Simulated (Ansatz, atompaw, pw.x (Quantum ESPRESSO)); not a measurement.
**Which Mo potential is closest to all-electron in the fcc crystal?**

All use LDA (PW92), scalar-relativistic, no spin, cutoffs from each file’s atomic test, pw.x 7.5; 14³ k-points, Fermi–Dirac smearing 0.01 Ry. Δ is the rms difference from all-electron LAPW of the E(V) curves that follow from fits to the pressures, over ±6 % in volume. Mesh and smearing are coarse and serve the comparison alone. The files are a selection: those with a ghost or negative overlap were mostly not run, and those with noisy or unconverged pressures or nearly equal Δ are left out.

All-electron: a0 = 3.938 Å (V0 = 15.27 Å³/atom), B0 = 265.2 GPa.

Rank them by Δ, smallest first.
A. PAW, atompaw 4.2.0.5, LDA (PW92); core [Ar] 3d10, reference 4s2 4p6 4d5 5s1 5p0; waves: 4s (bound): rc 1.70 bohr; 5s (bound): rc 2.30 bohr; 4p (bound): rc 1.90 bohr; 5p (bound, empty): rc 2.65 bohr; 4d (bound): rc 2.65 bohr; 4d channel at 3.15 Ry: rc 2.65 bohr; local part: troulliermartins scheme with l = 3 at 0 Ry, radius 1.90 bohr; core correction: smooth core density matched at 2.05 bohr; augmentation: besselshape compensation charge, radius 2.35 bohr; PAW radius 2.65 bohr; waves and projectors: custom rrkj gramschmidtortho.
B. PAW, atompaw 4.2.0.5, LDA (PW92); core [Ar] 3d10, reference 4s2 4p6 4d5 5s1 5p0; waves: 4s (bound); 5s (bound); 4p (bound); 5p (bound, empty); 4d (bound); 4d channel at 0.5 Ry; local part: bessel scheme, radius 1.90 bohr; core correction: smooth core density matched at 2.25 bohr; augmentation: besselshape compensation charge, radius 1.90 bohr; PAW radius 2.45 bohr; waves and projectors: bloechl.
C. PAW, atompaw 4.2.0.5, LDA (PW92); core [Ar] 3d10, reference 4s2 4p6 4d5 5s1 5p0; waves: 4s (bound): rc 1.95 bohr; 5s (bound): rc 2.20 bohr; 4p (bound): rc 1.40 bohr; 5p (bound, empty): rc 2.20 bohr; 4d (bound): rc 2.20 bohr; 4d channel at 2.35 Ry: rc 1.90 bohr; 4f channel at 0.15 Ry: rc 2.20 bohr; 4f channel at 0.55 Ry: rc 2.10 bohr; local part: ultrasoft scheme with l = 4 at 0.5 Ry, radius 1.45 bohr; core correction: smooth core density matched at 1.95 bohr; augmentation: sinc compensation charge, radius 1.70 bohr; PAW radius 2.20 bohr; waves and projectors: custom polynom vanderbiltortho.

C (5.0 meV/atom), B (8.1 meV/atom), A (11.1 meV/atom).
